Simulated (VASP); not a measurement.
**BeTe in VASP 6.6.1, single-point calculation**

INCAR

```
NBANDS = 5
LASPH = .TRUE.
IBRION = -1
LREAL = .FALSE.
ISIF = 2
NELM = 120
GGA = PE
EDIFF = 1E-7
NSW = 0
LWAVE = .FALSE.
PREC = High
SIGMA = 0.02
ENCUT = 520
LCHARG = .FALSE.
NELMIN = 8
ISMEAR = -1
```

KPOINTS

```
KPOINTS created by Atomic Simulation Environment
0
Gamma
8 8 8
0 0 0
```

POSCAR

```
Be Te
 1.0000000000000000
     0.0000000000000000    2.8569098617000002    2.8569098617000002
     2.8569098617000002    0.0000000000000000    2.8569098617000002
     2.8569098617000002    2.8569098617000002    0.0000000000000000
 Be  Te
   1   1
Cartesian
  0.0000000000000000  0.0000000000000000  0.0000000000000000
  1.4284549308499999  1.4284549308499999  1.4284549308499999
```

The recommended PBE PAW datasets give the neutral cell 8 valence electrons.

Command

```
mpirun -np 1 vasp_std
```

OSZICAR

```
N       E                     dE             d eps       ncg     rms          rms(c)
DAV:   1     0.277421569546E+02    0.27742E+02   -0.31179E+03   290   0.125E+03
DAV:   2    -0.631720881307E+01   -0.34059E+02   -0.32838E+02   425   0.156E+02
DAV:   3    -0.770236283355E+01   -0.13852E+01   -0.13270E+01   345   0.423E+01
DAV:   4    -0.772190549636E+01   -0.19543E-01   -0.19543E-01   470   0.558E+00
DAV:   5    -0.772202512714E+01   -0.11963E-03   -0.11963E-03   445   0.271E-01    0.386E+00
DAV:   6    -0.764340531226E+01    0.78620E-01   -0.10428E-01   320   0.260E+00    0.236E+00
DAV:   7    -0.761915796987E+01    0.24247E-01   -0.97483E-02   330   0.267E+00    0.391E-01
DAV:   8    -0.761970787986E+01   -0.54991E-03   -0.46443E-03   355   0.752E-01    0.613E-02
DAV:   9    -0.761996783741E+01   -0.25996E-03   -0.39660E-04   415   0.236E-01    0.293E-02
DAV:  10    -0.761997646462E+01   -0.86272E-05   -0.31219E-05   390   0.495E-02    0.208E-02
DAV:  11    -0.761998447388E+01   -0.80093E-05   -0.77832E-06   335   0.323E-02    0.431E-03
DAV:  12    -0.761998570177E+01   -0.12279E-05   -0.26197E-06   440   0.176E-02    0.100E-03
DAV:  13    -0.761998588136E+01   -0.17959E-06   -0.13439E-07   325   0.419E-03    0.380E-04
DAV:  14    -0.761998588154E+01   -0.18730E-09   -0.19588E-09   170   0.574E-04
   1 F= -.76199859E+01 E0= -.76199859E+01  d E =-.329317E-11
```

From OUTCAR

```
k-points           NKPTS =     29   k-points in BZ     NKDIM =     29   number of bands    NBANDS=      5

   NELECT =       8.0000    total number of electrons

   dimension x,y,z NGX =    30 NGY =   30 NGZ =   30
   dimension x,y,z NGXF=    36 NGYF=   36 NGZF=   36

  energy-cutoff  :      520.00
  volume of cell :       46.64
      direct lattice vectors                 reciprocal lattice vectors
     0.000000000  2.856909862  2.856909862    -0.175014272  0.175014272  0.175014272
     2.856909862  0.000000000  2.856909862     0.175014272 -0.175014272  0.175014272
     2.856909862  2.856909862  0.000000000     0.175014272  0.175014272 -0.175014272

 k-points in reciprocal lattice and weights: KPOINTS created by Atomic Simulation Env
   0.00000000  0.00000000  0.00000000       0.002
   0.12500000  0.00000000  0.00000000       0.016
   0.25000000  0.00000000  0.00000000       0.016
   0.37500000  0.00000000  0.00000000       0.016
   0.50000000  0.00000000  0.00000000       0.008
   0.12500000  0.12500000  0.00000000       0.012
   0.25000000  0.12500000  0.00000000       0.047
   0.37500000  0.12500000  0.00000000       0.047
   ...

 E-fermi :   5.0461

 k-point     1 :       0.0000    0.0000    0.0000
  band No.  band energies     occupation
      1      -7.3974      2.00000
      2       4.6225      2.00000
      3       4.6225      2.00000
      4       4.6225      2.00000
      5       8.1333      0.00000

 k-point     2 :       0.1250    0.0000    0.0000
  band No.  band energies     occupation
      1      -7.2590      2.00000
      2       3.3615      2.00000
      3       4.4054      2.00000
      4       4.4054      2.00000
      5       8.0744      0.00000

 k-point     3 :       0.2500    0.0000    0.0000
  band No.  band energies     occupation
      1      -6.8795      2.00000
      2       1.4483      2.00000
      3       3.9947      2.00000
      4       3.9947      2.00000
      5       7.8365      0.00000

 k-point     4 :       0.3750    0.0000    0.0000
  band No.  band energies     occupation
      1      -6.4031      2.00000
      2      -0.0514      2.00000
      3       3.6757      2.00000
      4       3.6757      2.00000
      5       7.6504      0.00000

 k-point     5 :       0.5000    0.0000    0.0000
  band No.  band energies     occupation
      1      -6.1588      2.00000
      2      -0.6475      2.00000
      3       3.5606      2.00000
      4       3.5606      2.00000
      5       7.5839      0.00000

 k-point     6 :       0.1250    0.1250    0.0000
  band No.  band energies     occupation
      1      -7.2126      2.00000
      2       3.5409      2.00000
      3       4.0138      2.00000
      4       4.0138      2.00000
      5       7.8971      0.00000

 k-point     7 :       0.2500    0.1250    0.0000
  band No.  band energies     occupation
      1      -6.9117      2.00000
      2       2.0036      2.00000
      3       3.5584      2.00000
      4       3.6987      2.00000
      5       7.9931      0.00000

 k-point     8 :       0.3750    0.1250    0.0000
  band No.  band energies     occupation
      1      -6.4562      2.00000
      2       0.4423      2.00000
      3       3.2284      2.00000
      4       3.2861      2.00000
      5       8.1052      0.00000

 ...

  Total       -0.3750066     -0.3750066     -0.3750066      0.0000000      0.0000000      0.0000000
  in kB      -12.8833822    -12.8833822    -12.8833822      0.0000000      0.0000000      0.0000000
  external PRESSURE =     -12.8833822 kB  Pullay stress =       0.0000000 kB

 POSITION                                       TOTAL-FORCE (eV/Angst)
 -----------------------------------------------------------------------------------
      0.00000      0.00000      0.00000         0.000000      0.000000      0.000000
      1.42845      1.42845      1.42845        -0.000000     -0.000000     -0.000000
 -----------------------------------------------------------------------------------
    total drift:                                0.000000      0.000000      0.000000

  FREE ENERGIE OF THE ION-ELECTRON SYSTEM (eV)
  ---------------------------------------------------
  free  energy   TOTEN  =        -7.6199858815 eV

  energy  without entropy=       -7.6199858815  energy(sigma->0) =       -7.61998588
```

It converged. Results: gap between bands v and c on the k mesh 2.08 eV; least direct gap on the k mesh 3.51 eV; pressure -1.3 GPa. Band v is the last that the valence electrons fill when counted band by band, and c is the next.

For comparison, a separate PBE run of the intended cell, on usual settings and not on those above, gives a gap of 2.08 eV on its mesh and a pressure of -1.3 GPa.

The run above took about 7 s on one core of a shared host (Intel Xeon Platinum 8488C) and held 0.12 GiB at most.
